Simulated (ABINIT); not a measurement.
# Nb (Im-3m) in ABINIT: a series of runs

The runs below take Nb through single point, with PBEsol.

Program: ABINIT 10.8.3 (patched build). These are calculated values, not measurements. Logs are shortened: lines on timing, memory, paths and dates and some standing lists are left out, and cuts for length are marked. The log counts tension as positive stress, the text compression.

**1. The cell of the first run**

Symmetry: Im-3m, No. 229, cubic system. The conventional cell has a = 3.328 Å, b = 3.328 Å, c = 3.328 Å, α = 90.00°, β = 90.00°, γ = 90.00°. Nb (site symmetry m-3m) has 8 Nb at 2.88 Å as nearest neighbours.

**2. Single point, PBEsol, 18.43 Å³/atom (biaxial strain of 0 %)**

Contents of run.abi:

```
pp_dirpath "./"
pseudos "Nb.GGA_PBE-JTH.xml"

acell 5.4462775076 5.4462775076 5.4462775076
rprim
    -0.5773502692     0.5773502692     0.5773502692
     0.5773502692    -0.5773502692     0.5773502692
     0.5773502692     0.5773502692    -0.5773502692
ntypat 1
znucl 41
natom 1
typat 1
xred
     0.0000000000     0.0000000000     0.0000000000

ecut 16.0
pawecutdg 32.0
pawxcdev 0

kptopt 1
ngkpt 11 11 11
nshiftk 1
shiftk 0.0 0.0 0.0

ixc -116133

nband 11
occopt 3
tsmear 0.05 eV

nstep 100
tolvrs 1.0e-9

iomode 3
prtwf 0
prtden 0
prteig 0
prtebands 0
```

Potentials or basis: JTH PAW PBE v2.0.

Launch:

```console
abinit run.abi > log 2>&1
```

run.abo:

```text
.Version 10.8.3 of ABINIT
 Symmetries : space group Im -3 m (#229); Bravais cI (body-center cubic)
================================================================================
 Values of the parameters that define the memory need of the present run
     intxc =       0    ionmov =       0      iscf =      17    lmnmax =      18
     lnmax =       6     mgfft =      20  mpssoang =       3    mqgrid =    3001
     natom =       1  nloc_mem =       2    nspden =       1   nspinor =       1
    nsppol =       1      nsym =      48    n1xccc =       1    ntypat =       1
    occopt =       3   xclevel =       2
       mpw =         392          nfft =        8000          nkpt =          56
 PAW method is used; the additional fine FFT grid is defined by:
   mgfftf=        30    nfftf =     27000
================================================================================
================================================================================

--------------------------------------------------------------------------------
------------- Echo of variables that govern the present computation ------------
--------------------------------------------------------------------------------
 -outvars: echo values of preprocessed input variables --------
            acell      5.4462775076E+00  5.4462775076E+00  5.4462775076E+00 Bohr
              amu      9.29063800E+01
             ecut      1.60000000E+01 Hartree
                       outvar_i_n : Printing only first  50 k-points.
              ixc     -116133
                       outvar_i_n : Printing only first  50 k-points.
         kptrlatt       11    0    0      0   11    0      0    0   11
          kptrlen      5.99090526E+01
            natom           1
            nband          11
            ngfft          20      20      20
          ngfftdg          30      30      30
             nkpt          56
            nstep         100
             nsym          48
           ntypat           1
                       prtocc : prtvol=0, do not print more k-points.
           occopt           3
        pawecutdg      3.20000000E+01 Hartree
         pawxcdev           0
           prtden           0
        prtebands           0
           prteig           0
            prtwf           0
            rprim     -5.7735026920E-01  5.7735026920E-01  5.7735026920E-01
                       5.7735026920E-01 -5.7735026920E-01  5.7735026920E-01
                       5.7735026920E-01  5.7735026920E-01 -5.7735026920E-01
          spgroup         229
           tolvrs      1.00000000E-09
           tsmear      1.83746611E-03 Hartree
            typat      1
           useylm           1
                       outvars : Printing only first  50 k-points.
            znucl       41.00000

================================================================================

 chkinp: Checking input parameters for consistency.

================================================================================
== DATASET  1 ==================================================================

--- !DatasetInfo
iteration_state: {dtset: 1, }
dimensions: {natom: 1, nkpt: 56, mband: 11, nsppol: 1, nspinor: 1, nspden: 1, mpw: 392, }
cutoff_energies: {ecut:  16.0, pawecutdg:  32.0, }
electrons: {nelect:   1.30000000E+01, charge:   0.00000000E+00, occopt:   3.00000000E+00, tsmear:   1.83746611E-03, }
meta: {optdriver: 0, ionmov: 0, optcell: 0, iscf: 17, paral_kgb: 0, }
...

 Real(R)+Recip(G) space primitive vectors, cartesian coordinates (Bohr,Bohr^-1):
 R(1)= -3.1444098  3.1444098  3.1444098  G(1)=  0.0000000  0.1590124  0.1590124
 R(2)=  3.1444098 -3.1444098  3.1444098  G(2)=  0.1590124  0.0000000  0.1590124
 R(3)=  3.1444098  3.1444098 -3.1444098  G(3)=  0.1590124  0.1590124  0.0000000
 Unit cell volume ucvol=  1.2435905E+02 bohr^3
 Angles (23,13,12)=  1.09471221E+02  1.09471221E+02  1.09471221E+02 degrees

 Coarse grid specifications (used for wave-functions):

 getcut: wavevector=  0.0000  0.0000  0.0000  ngfft=  20  20  20
         ecut(hartree)=     16.000   => boxcut(ratio)=   2.04450

 Fine grid specifications (used for densities):

 getcut: wavevector=  0.0000  0.0000  0.0000  ngfft=  30  30  30
         ecut(hartree)=     32.000   => boxcut(ratio)=   2.16312

--- Pseudopotential description ------------------------------------------------
- pspini: atom type   1  psp file is ./Nb.GGA_PBE-JTH.xml
 Pseudopotential format is: paw10
 basis_size (lnmax)=  6 (lmn_size= 18), orbitals=   0   0   1   1   2   2
 Spheres core radius: rc_sph= 2.22094190
 Shapefunction is BESSEL type: shapef(r,l)=aa(1,l)*jl(q(1,l)*r)+aa(2,l)*jl(q(2,l)*r)
 Radius for shape functions =  1.90969629
 Compensation charge density is not taken into account in XC energy/potential

   2.03574856E+02                                ecore*ucvol(ha*bohr**3)
--------------------------------------------------------------------------------

================================================================================

--- !BeginCycle
iteration_state: {dtset: 1, }
solver: {iscf: 17, nstep: 100, nline: 4, wfoptalg: 10, }
tolerances: {tolvrs: 1.00E-09, }
...

     iter   Etot(hartree)      deltaE(h)  residm     nres2
 ETOT  1  -57.455543636922    -5.746E+01 6.327E-01 4.835E+00
 ETOT  2  -57.525702375890    -7.016E-02 2.013E-02 4.070E-01
 ETOT  3  -57.525507093122     1.953E-04 4.282E-03 8.156E-02
 ETOT  4  -57.525573070325    -6.598E-05 6.240E-04 2.222E-04
 ETOT  5  -57.525574196273    -1.126E-06 2.677E-04 6.515E-05
 ETOT  6  -57.525574310648    -1.144E-07 1.600E-04 3.058E-06
 ETOT  7  -57.525574326686    -1.604E-08 1.241E-04 1.381E-07
 ETOT  8  -57.525574326884    -1.970E-10 7.021E-05 3.127E-09
 ETOT  9  -57.525574326898    -1.440E-11 5.281E-05 1.209E-10

 At SCF step    9       nres2   =  1.21E-10 < tolvrs=  1.00E-09 =>converged.

 Cartesian components of stress tensor (hartree/bohr^3)
  sigma(1 1)=  2.79090057E-04  sigma(3 2)=  0.00000000E+00
  sigma(2 2)=  2.79090057E-04  sigma(3 1)=  0.00000000E+00
  sigma(3 3)=  2.79090057E-04  sigma(2 1)=  0.00000000E+00

--- !ResultsGS
iteration_state: {dtset: 1, }
comment   : Summary of ground state results
lattice_vectors:
- [ -3.1444098,   3.1444098,   3.1444098, ]
- [  3.1444098,  -3.1444098,   3.1444098, ]
- [  3.1444098,   3.1444098,  -3.1444098, ]
lattice_lengths: [   5.44628,    5.44628,    5.44628, ]
lattice_angles: [109.471, 109.471, 109.471, ] # degrees, (23, 13, 12)
lattice_volume:   1.2435905E+02
convergence: {deltae: -1.440E-11, res2:  1.209E-10, residm:  5.281E-05, diffor: null, }
etotal    :  -5.75255743E+01
entropy   :   0.00000000E+00
fermie    :   4.92783069E-01
cartesian_stress_tensor: # hartree/bohr^3
- [  2.79090057E-04,   0.00000000E+00,   0.00000000E+00, ]
- [  0.00000000E+00,   2.79090057E-04,   0.00000000E+00, ]
- [  0.00000000E+00,   0.00000000E+00,   2.79090057E-04, ]
pressure_GPa:  -8.2111E+00
xred      :
- [  0.0000E+00,   0.0000E+00,   0.0000E+00, Nb]
cartesian_forces: # hartree/bohr
- [ -0.00000000E+00,  -0.00000000E+00,  -0.00000000E+00, ]
force_length_stats: {min:   0.00000000E+00, max:   0.00000000E+00, mean:   0.00000000E+00, }
...

 Integrated electronic density in atomic spheres:
 ------------------------------------------------
 Atom  Sphere_radius  Integrated_density
    1        2.22094         10.12360802

================================================================================

 ----iterations are completed or convergence reached----

 Mean square residual over all n,k,spin=   11.856E-08; max=  52.806E-06
 reduced coordinates (array xred) for    1 atoms
       0.000000000000      0.000000000000      0.000000000000
 rms dE/dt=  0.0000E+00; max dE/dt=  0.0000E+00; dE/dt below (all hartree)
    1       0.000000000000      0.000000000000      0.000000000000

 cartesian coordinates (angstrom) at end:
    1      0.00000000000000     0.00000000000000     0.00000000000000

 cartesian forces (hartree/bohr) at end:
    1     -0.00000000000000    -0.00000000000000    -0.00000000000000
 frms,max,avg= 0.0000000E+00 0.0000000E+00   0.000E+00  0.000E+00  0.000E+00 h/b

 cartesian forces (eV/Angstrom) at end:
    1     -0.00000000000000    -0.00000000000000    -0.00000000000000
 frms,max,avg= 0.0000000E+00 0.0000000E+00   0.000E+00  0.000E+00  0.000E+00 e/A
 length scales=  5.446277507600  5.446277507600  5.446277507600 bohr
              =  2.882045939320  2.882045939320  2.882045939320 angstroms
 Fermi (or HOMO) energy (hartree) =   0.49278   Average Vxc (hartree)=  -0.45744
 Eigenvalues (hartree) for nkpt=  56  k points:
 kpt#   1, nband= 11, wtk=  0.00075, kpt=  0.0000  0.0000  0.0000 (reduced coord)
  -1.50164   -0.59649   -0.59649   -0.59649    0.27738    0.50771    0.50771    0.50771
   0.61185    0.61185    1.01308
      occupation numbers for kpt#   1
   2.00000    2.00000    2.00000    2.00000    2.00000    0.00059    0.00059    0.00059
   0.00000    0.00000    0.00000
 prteigrs : prtvol=0 or 1, do not print more k-points.

--- !EnergyTerms
iteration_state     : {dtset: 1, }
comment             : Components of total free energy in Hartree
kinetic             :  1.31380040238098E+01
hartree             :  8.84611925347086E+00
xc                  : -6.55716422200958E+00
Ewald energy        : -4.88987198703749E+01
psp_core            :  1.63699264469165E+00
local_psp           : -4.01465888024054E+01
PAW spherical_terms :  1.44563307176752E+01
internal            : -5.75250262551423E+01
'-kT*entropy'       : -5.35743385717167E-04
total_energy        : -5.75255619985280E+01
total_energy_eV     : -1.56535028655907E+03
...

--- !EnergyTermsDC
iteration_state     : {dtset: 1, }
comment             : '"Double-counting" decomposition of free energy'
band_energy         : -4.53532013709912E+00
Ewald energy        : -4.88987198703749E+01
psp_core            :  1.63699264469165E+00
xc_dc               : -7.64917905314871E+00
PAW spherical_terms :  1.92118783241884E+00
internal            : -5.75250385835122E+01
'-kT*entropy'       : -5.35743385717167E-04
total_energy_dc     : -5.75255743268979E+01
total_energy_dc_eV  : -1.56535062203111E+03
...

--- !EnergyTermsWithPAWCore
iteration_state     : {dtset: 1, }
comment             : 'Components of total free energy, including PAW core contributions'
Total energy        : -3.81790057943982E+03
Total energy DC     : -3.81790059176819E+03
Total energy (eV)   : -1.03890367315892E+05
Total energy DC (eV): -1.03890367651364E+05
...

 Cartesian components of stress tensor (hartree/bohr^3)
  sigma(1 1)=  2.79090057E-04  sigma(3 2)=  0.00000000E+00
  sigma(2 2)=  2.79090057E-04  sigma(3 1)=  0.00000000E+00
  sigma(3 3)=  2.79090057E-04  sigma(2 1)=  0.00000000E+00

-Cartesian components of stress tensor (GPa)         [Pressure= -8.2111E+00 GPa]
- sigma(1 1)=  8.21111295E+00  sigma(3 2)=  0.00000000E+00
- sigma(2 2)=  8.21111295E+00  sigma(3 1)=  0.00000000E+00
- sigma(3 3)=  8.21111295E+00  sigma(2 1)=  0.00000000E+00

== END DATASET(S) ==============================================================
================================================================================

 -outvars: echo values of variables after computation  --------
            acell      5.4462775076E+00  5.4462775076E+00  5.4462775076E+00 Bohr
           etotal     -5.7525574327E+01
            fcart     -0.0000000000E+00 -0.0000000000E+00 -0.0000000000E+00
            rprim     -5.7735026920E-01  5.7735026920E-01  5.7735026920E-01
                       5.7735026920E-01 -5.7735026920E-01  5.7735026920E-01
                       5.7735026920E-01  5.7735026920E-01 -5.7735026920E-01
           strten      2.7909005661E-04  2.7909005661E-04  2.7909005661E-04
                       0.0000000000E+00  0.0000000000E+00  0.0000000000E+00
 Calculation completed.
```

Wall time 5.2 s (1 thread of Intel Xeon 6975P-C (Granite Rapids), shared host); peak memory 0.09 GiB.

Results:

- Free energy: -1565.3506 eV
- Pressure: -8.2 GPa
- Band gap on the k mesh: none (metal or under the smearing width)
- Valence electrons inside the program's atomic spheres: Nb 10.12 (radii [1.1753] Å)

Caveat: the PAW data sets were made with another functional, which shifts forces and pressure a little.

**3. Single point, PBEsol, 17.70 Å³/atom (biaxial strain of -2 %)**

Contents of run.abi:

```
pp_dirpath "./"
pseudos "Nb.GGA_PBE-JTH.xml"

acell 5.3739057963 5.3739057963 5.3739057963
rprim
    -0.5734230755     0.5734230755     0.5851255873
     0.5734230755    -0.5734230755     0.5851255873
     0.5734230755     0.5734230755    -0.5851255873
ntypat 1
znucl 41
natom 1
typat 1
xred
     0.0000000000     0.0000000000     0.0000000000
chkprim 0
chksymtnons 0
tolsym 1.0e-6

ecut 16.0
pawecutdg 32.0
pawxcdev 0

kptopt 1
ngkpt 11 11 11
nshiftk 1
shiftk 0.0 0.0 0.0

ixc -116133

nband 11
occopt 3
tsmear 0.05 eV

nstep 100
tolvrs 1.0e-9

iomode 3
prtwf 0
prtden 0
prteig 0
prtebands 0
```

Potentials or basis: JTH PAW PBE v2.0.

Launch:

```console
abinit run.abi > log 2>&1
```

Run time: 8.5 s. Hardware: 1 thread of Intel Xeon 6975P-C (Granite Rapids), shared host; peak memory 0.1 GiB.

Results (log left out):

* Free energy: -1565.3698 eV
* Pressure: -1.5 GPa
* Band gap on the k mesh: none (metal or under the smearing width)
* Valence electrons inside the program's atomic spheres: Nb 10.20 (radii [1.1753] Å)

Caveat: the PAW data sets were made with another functional, which shifts forces and pressure a little.
